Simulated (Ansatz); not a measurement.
# Al (P-1) in Ansatz: convergence with smearing width

Aim: find how far smearing width must go before the results for Al settle, at PBEsol. This setting moves, with any that are tied to it; all else stays.

Everything below comes from runs of Ansatz 0.2.0. Logs are shortened: lines on timing, memory, paths and dates and some standing lists are left out, and cuts for length are marked.

### Step 1. The cell of the first run

The typed cell holds 1 atom: a = 2.826 Å, b = 2.918 Å, c = 2.873 Å, α = 60.40°, β = 59.93°, γ = 58.54°.

The cell isn't the ideal one: cell strained at random at fixed volume.

### Step 2. With smearing width 0.3 eV

input.yaml reads:

```yaml
crystal:
  lattice:
    - [0.047894, 1.969142, 2.026853]
    - [2.043256, -0.008354, 2.083101]
    - [2.040582, 2.022715, -0.005679]
  atoms:
    - { symbol: Al, position: [0.005978, -0.013119, 0.021168] }
hamiltonian:
  xc: pbesol
  pseudopotentials: { kind: paw }
kpoints:
  mp_grid: { grid: [8, 8, 8] }
scf:
  occupations: { method: cold, width: 0.3 }
output:
  forces: true
  stress: true
  eigenvalues: true
```

Potentials or basis: Ansatz PAW.

Command:

```bash
> ansatz run input.yaml --threads 2 --pin off --max-ram 5632MiB --backend cpu --events-out ev --progress --plain --runs-dir out
```

What it wrote:

```text
Warning: RAYON_NUM_THREADS=2 ignored (pool sized by the plan → 2); use --threads N
Engine: ansatz 0.2.0, aarch64-unknown-linux-gnu
Pseudopotentials: kind: paw
Pseudopotential: Al, paw, valence charge 3, recommended cutoff 420 eV (normal), Al.paw.azcp
Functional definition: PBEsol
  exchange = pbesol_x
  correlation = pbesol_c
Crystal: 1 atoms, lattice volume = 16.603 Å³
Basis set: ecut = 420 eV, 329 PW (Γ), exchange–correlation on 40×40×40 points (8 copies of the dense FFT grid, shifted against one another)
Bands: 6, of which v1, the nominal top of the filled ones, is band 2 counted from 1 (1 counted from 0)
Symmetry: 2 space group operations
Space group: P-1 (ITA 2), of the structure as read, at distance tolerance 2.6e-5 Å
k-points: 260 of 512
Non-local potential: Al, projectors of the file, l = 0: 2, l = 1: 2, l = 2: 1
PAW form: soft (Blöchl's): semilocal exchange-correlation on the pseudo side does not see the compensation charge
PAW frozen core: Al, regenerated for the run's functional, and the local potential with it (the file was generated under x = pbe(κ = 0.804, μ = 0.2195149727645171), c = pbe(β = 0.06672455060314922))
PAW one-centre angular grid: Al, 110 points (default); XC on 64 Gauss nodes
Initial density: superposition of atomic densities (neutral atoms: chi_scale 0, normalization atom), corrected by the library's trained network
Initial wavefunctions: pseudopotential atomic-orbital guess
Functional: x = pbesol(κ = 0.804, μ = 0.12345679012345678), c = pbesol(β = 0.046)
SCF iter   1: F=—  HF=-524.531812 eV  |F-HF|=—  |Δ(HF+E_count)|=         —  Δρ=1.02e-3  dr2=1.38e-4  ethr=1.77e-3  ⟨swp⟩=4.5  Hψ=12661  notcnv=0
preconditioner: auto → none  [metal: Δε(μ)=0.039 eV  Ē_g=13.125 eV  σ=0.300 eV  W_gap=0.09  n_scr=0 (ndim 8)  ℏωp=15.8 eV  f_vac=0.000  D(μ)=0.50/eV (n_scr^D=0)]
SCF iter   2: F=—  HF=-524.531807 eV  |F-HF|=—  |Δ(HF+E_count)|=   5.08e-6  S|Δr|=    0.00e0  Δρ=4.66e-4  dr2=2.63e-5  ethr=4.59e-6  ⟨swp⟩=1.4  Hψ=3759  notcnv=0
SCF iter   3: F=—  HF=-524.531808 eV  |F-HF|=—  |Δ(HF+E_count)|=   1.28e-6  S|Δr|=    0.00e0  Δρ=2.42e-5  dr2=5.70e-8  ethr=3.33e-9  ⟨swp⟩=4.5  Hψ=7720  notcnv=0
SCF iter   4: F=-524.531808 eV  HF=-524.531808 eV  |F-HF|=9.40e-11  |Δ(HF+E_count)|=   2.86e-8  S|Δr|=    0.00e0  Δρ=1.93e-6  dr2=4.30e-10  ethr=1.90e-9  ⟨swp⟩=2.0  Hψ=4123  notcnv=0
SCF 1 converged in 4 iterations: F = -524.531808 eV  dr2 = 4.30e-10
SCF converged after 4 iterations
Stability not checked: this state was not tested for a lower state beside it, because cold or Methfessel-Paxton smearing, or corrected tetrahedra, fill the levels in a way that the test cannot read (fill_not_monotonic; see scf.lower_state_search)
Free energy (F): -524.531808 eV
Harris-Foulkes:  -524.531808 eV  (|F-HF|=9.40e-11)
Internal energy: -524.530635 eV  (E = F + TS)
E sigma→0 (E₀):  -524.531417 eV
Entropy (-TS):   -0.001173 eV (-1.173 meV/atom)
Fermi energy:    7.707636 eV
--- Per-component energies (eV) ---
  E_band       = 10.259475
  E_kinetic    = 22.763941
  E_local      = 9.631335  (includes V_loc(G=0)·N_el)
  E_nonlocal   = 10.345943
  E_hartree    = 0.110156
  E_xc         = -39.354530
  E_vxc        = -29.097343  (∫ρ·V_xc dr)
  E_paw        = -454.699281  (= ΣΔE_a)
  E_vpaw       = -3.604719  (= ΣTr[D̂ρ^β])
  E_aug_tail   = -0.000002  (compensation charges beyond the density's cutoff)
  E_ewald      = -73.347336
  E_core_change = 0.019139  (= ΣΔE_core)
  E_smearing   = -0.001173  (= −TS)
  E_closure    = 0.000000  (closes the sum)
  Σ components = -524.531808   (vs F -524.531808, Δ=0.00e0)
--- Forces (eV/Å), atoms counted from 1 ---
  atom   1  Al     0.00000000     0.00000000     0.00000000
  max |Σ_I F_I| component: 0.00e0 eV/Å
--- Stress (GPa, compression-positive) ---
       -1.447963      -2.081248      -0.992580
       -2.081248      -0.711831       1.351609
       -0.992580       1.351609      -3.259738
  P = ⅓ Tr σ = -1.8065 GPa (-18.065 kbar)
--- Band table (eV; the first three rows and the last of 260) ---
  k-point 0: bands = ["-3.2594", "19.7638", "20.0334", "21.1081", "21.3141", "21.4460"]
  k-point 1: bands = ["-2.8451", "15.7398", "19.0000", "20.0215", "22.5409", "22.8221"]
  k-point 2: bands = ["-1.6095", "10.9767", "18.2756", "19.2796", "21.9514", "22.3769"]
  k-point 259: bands = ["3.2135", "3.3542", "18.6711", "18.7990", "19.6782", "19.8470"]
```

It took 1.2 s on 2 threads of Arm Neoverse V1, shared host; peak memory 0.27 GiB.

What came out:

* Free energy: -524.5318 eV
* Pressure: -1.8 GPa
* Band gap on the k mesh: none (metal or under the smearing width)

### Step 3. With smearing width 0.2 eV

Edit input.yaml of step 2 so:

```diff
@@ -13,3 +13,3 @@
 scf:
-  occupations: { method: cold, width: 0.3 }
+  occupations: { method: cold, width: 0.2 }
 output:
```

Potentials or basis: Ansatz PAW.

Command:

```bash
> ansatz run input.yaml --threads 2 --pin off --max-ram 5632MiB --backend cpu --events-out ev --progress --plain --runs-dir out
```

It took 1.2 s on 2 threads of Arm Neoverse V1, shared host; peak memory 0.27 GiB.

Results:

```
Free energy            : -524.5313 eV
Pressure               : -1.8 GPa
Band gap on the k mesh : none (metal or under the smearing width)
```

### Step 4. With smearing width 0.15 eV

Edit input.yaml of step 3 so:

```diff
@@ -13,3 +13,3 @@
 scf:
-  occupations: { method: cold, width: 0.2 }
+  occupations: { method: cold, width: 0.15 }
 output:
```

Command:

```bash
> ansatz run input.yaml --threads 2 --pin off --max-ram 5632MiB --backend cpu --events-out ev --progress --plain --runs-dir out
```

Run time: 1.2 s. Hardware: 2 threads of Arm Neoverse V1, shared host; peak memory 0.27 GiB.

What came out:

| Item | Value |
| --- | --- |
| Free energy | -524.5311 eV |
| Pressure | -1.8 GPa |
| Band gap on the k mesh | none (metal or under the smearing width) |

### Step 5. With smearing width 0.1 eV

Edit input.yaml of step 4 so:

```diff
@@ -13,3 +13,3 @@
 scf:
-  occupations: { method: cold, width: 0.15 }
+  occupations: { method: cold, width: 0.1 }
 output:
```

Command:

```bash
> ansatz run input.yaml --threads 2 --pin off --max-ram 5632MiB --backend cpu --events-out ev --progress --plain --runs-dir out
```

Run time: 1.2 s. Hardware: 2 threads of Arm Neoverse V1, shared host; peak memory 0.27 GiB.

What came out:

```
Free energy            : -524.5311 eV
Pressure               : -1.8 GPa
Band gap on the k mesh : none (metal or under the smearing width)
```

### Step 6. With smearing width 0.05 eV

Edit input.yaml of step 5 so:

```diff
@@ -13,3 +13,3 @@
 scf:
-  occupations: { method: cold, width: 0.1 }
+  occupations: { method: cold, width: 0.05 }
 output:
```

Potentials or basis: Ansatz PAW.

Command:

```bash
> ansatz run input.yaml --threads 2 --pin off --max-ram 5632MiB --backend cpu --events-out ev --progress --plain --runs-dir out
```

It took 1.2 s on 2 threads of Arm Neoverse V1, shared host; peak memory 0.27 GiB.

The run converged. Its results:

* Free energy: -524.5312 eV
* Pressure: -1.8 GPa
* Band gap on the k mesh: none (metal or under the smearing width)

### Step 7. With smearing width 0.025 eV

Edit input.yaml of step 6 so:

```diff
@@ -13,3 +13,3 @@
 scf:
-  occupations: { method: cold, width: 0.05 }
+  occupations: { method: cold, width: 0.025 }
 output:
```

Command:

```bash
> ansatz run input.yaml --threads 2 --pin off --max-ram 5632MiB --backend cpu --events-out ev --progress --plain --runs-dir out
```

Run time: 1.2 s. Hardware: 2 threads of Arm Neoverse V1, shared host; peak memory 0.27 GiB.

The run converged. Its results:

```
Free energy            : -524.5313 eV
Pressure               : -1.8 GPa
Band gap on the k mesh : none (metal or under the smearing width)
```

### Step 8. With smearing width 0.01 eV

Edit input.yaml of step 7 so:

```diff
@@ -13,3 +13,3 @@
 scf:
-  occupations: { method: cold, width: 0.025 }
+  occupations: { method: cold, width: 0.01 }
 output:
```

Command:

```bash
> ansatz run input.yaml --threads 2 --pin off --max-ram 5632MiB --backend cpu --events-out ev --progress --plain --runs-dir out
```

Run time: 1.2 s. Hardware: 2 threads of Arm Neoverse V1, shared host; peak memory 0.27 GiB.

Results (log left out):

| Item | Value |
| --- | --- |
| Free energy | -524.5312 eV |
| Pressure | -1.8 GPa |
| Band gap on the k mesh | none (metal or under the smearing width) |

### Step 9. With smearing width 0.005 eV

Edit input.yaml of step 8 so:

```diff
@@ -13,3 +13,3 @@
 scf:
-  occupations: { method: cold, width: 0.01 }
+  occupations: { method: cold, width: 0.005 }
 output:
```

Potentials or basis: Ansatz PAW.

Command:

```bash
> ansatz run input.yaml --threads 2 --pin off --max-ram 5632MiB --backend cpu --events-out ev --progress --plain --runs-dir out
```

It took 1.2 s on 2 threads of Arm Neoverse V1, shared host; peak memory 0.27 GiB.

It converged, with:

```yaml
Free_energy: -524.5312 eV
Pressure: -1.8 GPa
Band_gap_on_the_k_mesh: none (metal or under the smearing width)
```

### Step 10. Result

| smearing width | energy less the tightest run, at zero smearing (meV/atom) | SCF cycles | CPU time (s) | peak memory (GiB) |
| --- | --- | --- | --- | --- |
| 0.3 eV | -0.19 | 4 | 2.2 | 0.27 |
| 0.2 eV | 0.21 | 4 | 2.1 | 0.27 |
| 0.15 eV | 0.20 | 4 | 2.2 | 0.27 |
| 0.1 eV | 0.06 | 4 | 2.2 | 0.27 |
| 0.05 eV | -0.04 | 4 | 2.2 | 0.27 |
| 0.025 eV | -0.03 | 4 | 2.2 | 0.27 |
| 0.01 eV | -0.01 | 4 | 2.2 | 0.27 |
| 0.005 eV | 0.00 | 4 | 2.2 | 0.27 |

Against the tightest run, the energy stays within 1 meV/atom from 0.3 eV on. Narrower smearing needs a denser k mesh, so at a fixed mesh the narrowest width isn't the most accurate. The tightest run that finished is the yardstick and may itself not be fully converged.

Caveats: the PAW data sets come from PBE, with cores solved anew for the run's functional, which leaves a small shift of forces and pressure.
